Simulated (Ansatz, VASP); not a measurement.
**One calculation of AlPt, two programs**

File INCAR:

```
SYSTEM = AlPt
ALGO     = Normal         ! electronic algorithm
EDIFF    = 1E-6           ! SCF threshold, eV
ENCUT    = 520            ! plane-wave cutoff, eV
GGA      = PS             ! functional
ISIF     = 2              ! what is computed and relaxed
ISMEAR   = 0              ! smearing method
LASPH    = .TRUE.         ! aspherical terms in the spheres
LCHARG   = .FALSE.        ! write CHGCAR
LREAL    = .FALSE.        ! projectors in reciprocal space
LWAVE    = .FALSE.        ! write WAVECAR
NBANDS   = 14             ! bands
NELM     = 100            ! most SCF steps
PREC     = Accurate       ! precision mode
SIGMA    = 0.1            ! smearing width, eV
```

The input KPOINTS:

```
k-points
0
G
  6 6 6
  0 0 0
```

POSCAR

```
AlPt
1.0
    3.0915460000      0.0000000000      0.0000000000
    0.0000000000      3.0915460000      0.0000000000
    0.0000000000      0.0000000000      3.0915460000
Al Pt
1 1
Direct
    0.0000000000      0.0000000000      0.0000000000
    0.5000000000      0.5000000000      0.5000000000
```

Input for Ansatz:

```yaml
crystal:
  lattice:
    - [3.091546, 0.0, 0.0]
    - [0.0, 3.091546, 0.0]
    - [0.0, 0.0, 3.091546]
  atoms:
    - { symbol: Al, position: [0.0, 0.0, 0.0] }
    - { symbol: Pt, position: [0.5, 0.5, 0.5] }
basis:
  ecutwfc: 420
kpoints:
  mp_grid: { grid: [6, 6, 6] }
hamiltonian:
  xc: pbesol
scf:
  occupations: { method: gaussian, width: 0.1 }
output:
  forces: true
  stress: true
  eigenvalues: true
```

Measurements of this composition are mostly on another form, of space group No. 198.

Alike in both runs: task single point; functional PBEsol; k mesh 6 × 6 × 6; occupations gaussian, width 0.1 eV; no spin polarisation.

```csv
,VASP,Ansatz
version,VASP 6.6.1,Ansatz 0.2.0
potentials or method,"VASP PAW PBE potentials, release 64 (Al, Pt)","scalar-relativistic, plane waves, PAW"
plane-wave cutoff (eV),520,420
valence electrons in the cell,13,21
```

```tsv
	VASP	Ansatz	Ansatz less VASP
gap on the k mesh at the Fermi level (eV)	none	none	-
pressure (GPa)	-5.5	-5.4	+0.08
```

A gap of «none» marks a metal or a gap that the smearing closes. The functional is the same, so the differences come from potentials, cutoffs and numerics. The two sets of potentials don't hold the same shells in valence.

Caveats: the PAW data sets were made with another functional, which shifts forces and pressure a little (VASP). Spin-orbit coupling is left out, which matters for the levels of Pt.
